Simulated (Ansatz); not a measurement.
This guess for Ge is about to be relaxed.

```cif
data_structure
_symmetry_space_group_name_H-M 'R-3m:H'
_symmetry_Int_Tables_number 166
_cell_length_a 3.9151
_cell_length_b 3.9151
_cell_length_c 28.8593
_cell_angle_alpha 90.000
_cell_angle_beta 90.000
_cell_angle_gamma 120.000
_cell_volume 383.10
loop_
_atom_site_label
_atom_site_type_symbol
_atom_site_symmetry_multiplicity
_atom_site_Wyckoff_symbol
_atom_site_fract_x
_atom_site_fract_y
_atom_site_fract_z
_atom_site_occupancy
Ge1 Ge 6 c 0.00000 0.00000 0.23606 1
Ge2 Ge 6 c 0.33333 0.66667 0.12503 1
Ge3 Ge 6 c 0.66667 0.33333 0.01404 1
```

Method: Ansatz 0.2.0, DFT PBE, scalar-relativistic, plane waves, PAW. Cutoff 420 eV, Gaussian smearing, Γ-centred meshes. Cell and atoms relax first on a coarse mesh and then on a finer one. In between, the cell is made exact in the group found at 0.06 Å. In metals the finer mesh still leaves noise of several meV/atom or more. The steps can't lower the symmetry of their start. No spin polarisation.

A guess keeps its type if space group and coordination stay and the shape of the cell changes little (axis ratios within about 15 %, angles within 6°); the volume may change.

**Question.** Does it keep its structure type, or change into something else?

**Answer.** It keeps its type. The symmetry stays R-3m (No. 166). The volume per atom grows by 12.2 %, from 21.3 to 23.9 Å³. The shortest distance goes from 2.40 Å (Ge–Ge) to 2.49 Å (Ge–Ge). The ratio c/a of the conventional cell changes by a factor of 1.00. Counting neighbours within 15 % of an atom's shortest distance, the start has Ge 4 and the end Ge 4.

The last run used a 12×12×12 mesh for its 6-atom cell and Gaussian smearing of 0.10 eV. A structure relaxed within its symmetry needn't be a true minimum.
